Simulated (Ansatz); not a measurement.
# How far is PAW off for Ir?

```
CELL_PARAMETERS angstrom
0.00000 1.97729 1.91970
1.97729 0.00000 1.91970
1.97729 1.97729 0.00000
ATOMIC_POSITIONS crystal
Ir 0.00000 0.00000 0.00000
```

The geometry is COD entry 9008470, unchecked; take it as a test cell. The listed cell was then made from it by scaling, straining or moving an atom.

No spin–orbit coupling, which matters for the heavy atoms here.

All numbers are computed: DFT, PBE, PAW with Ansatz's default frozen-core files, scalar-relativistic (Ansatz 0.2.0); DFT, PBE, all-electron PAW with datasets made for the crystal, scalar-relativistic (Ansatz 0.2.0); DFT, PBE, all-electron LAPW, scalar-relativistic (Ansatz 0.2.0).

For PAW: a Γ-centred 15×15×15 k mesh, Fermi–Dirac smearing of 0.05 eV, cutoff 420 eV, no spin polarisation. The crystal-made all-electron datasets (AE datasets) take a cutoff of 260 eV at this cell. LAPW targets a basis error of 0.5 meV/atom. The Ansatz runs share mesh, smearing and spin set-up. Plane-wave (PAW) pressures include the program's estimate of the Pulay term.

Stress and pressure are positive in compression.

The change that made this cell: equal xx and yy strain of +3 %.

No spin–orbit coupling: at heavy atoms the gradients can be off by tens of per cent for that reason.

In a metal, gradients converge slowly with the k mesh: the values move by tens of per cent from one mesh to another, at times in sign, so only the comparison on one mesh counts.

```json
{"quantity": "pressure (GPa)", "PAW": "-10.98", "AE datasets": "-11.01", "LAPW": "-11.02"}
{"quantity": "stress xx (GPa)", "PAW": "-14.14", "AE datasets": "-14.17", "LAPW": "-14.18"}
{"quantity": "stress zz (GPa)", "PAW": "-4.65", "AE datasets": "-4.70", "LAPW": "-4.70"}
{"quantity": "field gradient Vzz at Ir (10²¹ V/m²)", "PAW": "-2.08", "AE datasets": "-2.06", "LAPW": "–"}
```
